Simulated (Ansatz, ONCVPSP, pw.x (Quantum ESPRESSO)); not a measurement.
## From atom to crystal: ONCV potential for hydrogen (H)

H (Z = 1), optimised norm-conserving Vanderbilt (ONCV), made with ONCVPSP 4.0.1 (PBE, scalar-relativistic). Core none, reference 1s1. Waves: 1s: rc 0.75 bohr, ncon 3, nbas 7, qcut 7.4 1/bohr, 1 projector; p scattering state at 0.02 Ha: rc 0.75 bohr, ncon 3, nbas 7, qcut 12.9 1/bohr, 1 projector. Local part: polynomial inside 0.70 bohr (lpopt 5, dvloc0 -1 Ha). Core correction: none.

Atomic tests: cutoffs needed: 22 Ha and 63 Ha (the cutoffs (Ha) at which the residual kinetic energy of the hardest occupied pseudo-wave falls to 1 and 0.1 mHa per electron); ghost test: no bound ghost flagged; no localised positive-energy state flagged.

Crystal test: fcc H in pw.x 7.5, no spin, 18³ k-points, Fermi–Dirac smearing 0.01 Ry, cutoffs 145/580 Ry. The lattice is a test structure that the element need not adopt, and mesh and smearing are coarse.

pw.x input:

```
&control
  calculation='scf', prefix='x', pseudo_dir='./', outdir='./tmp', tstress=.true., disk_io='none'
/
&system
  ibrav=0, nat=1, ntyp=1, ecutwfc=145, ecutrho=580, nbnd=7,
  occupations='smearing', smearing='fd', degauss=0.01
/
&electrons
  conv_thr=1e-09, mixing_beta=0.4, electron_maxstep=70
/
ATOMIC_SPECIES
H 1.0 H.UPF
CELL_PARAMETERS angstrom
  0.00000000 1.14152561 1.14152561
  1.14152561 0.00000000 1.14152561
  1.14152561 1.14152561 0.00000000
ATOMIC_POSITIONS crystal
H 0.0000 0.0000 0.0000
K_POINTS automatic
18 18 18 0 0 0
```

```bash
pw.x < H.scf.in > H.scf.out
```

Problem. How does the run end?

Solution. It converges; the pressure is -1.41 GPa against -0.20 GPa from all-electron LAPW.  The log shows:

```
Message from routine setup:
     using ibrav=0 with symmetry is DISCOURAGED, use correct ibrav instead
     lattice parameter (alat)  =       3.0507  a.u.
     unit-cell volume          =      20.0763 (a.u.)^3
     number of electrons       =         1.00
     number of Kohn-Sham states=            7
     kinetic-energy cutoff     =     145.0000  Ry
     charge density cutoff     =     580.0000  Ry
     scf convergence threshold =      1.0E-09
     Exchange-correlation= PBE
     number of k points=   195  Fermi-Dirac smearing, width (Ry)=  0.0100
     iteration #  1     ecut=   145.00 Ry     beta= 0.40
     total energy              =      -1.07719559 Ry
     estimated scf accuracy    <       0.00000432 Ry
     iteration #  2     ecut=   145.00 Ry     beta= 0.40
     total energy              =      -1.07720042 Ry
     estimated scf accuracy    <       0.00000165 Ry
     iteration #  3     ecut=   145.00 Ry     beta= 0.40
     the Fermi energy is     3.7737 ev
!    total energy              =      -1.07720058 Ry
     estimated scf accuracy    <          2.1E-10 Ry
     smearing contrib. (-TS)   =      -0.00045520 Ry
     The total energy is F=E-TS. E is the sum of the following terms:
     one-electron contribution =       0.63407441 Ry
     hartree contribution      =       0.01849086 Ry
     xc contribution           =      -0.66660802 Ry
     ewald contribution        =      -1.06270263 Ry
     convergence has been achieved in   3 iterations
          total   stress  (Ry/bohr**3)                   (kbar)     P=      -14.10
     Message from routine punch:
     Nothing written, as per user request (disk_io='none')
```
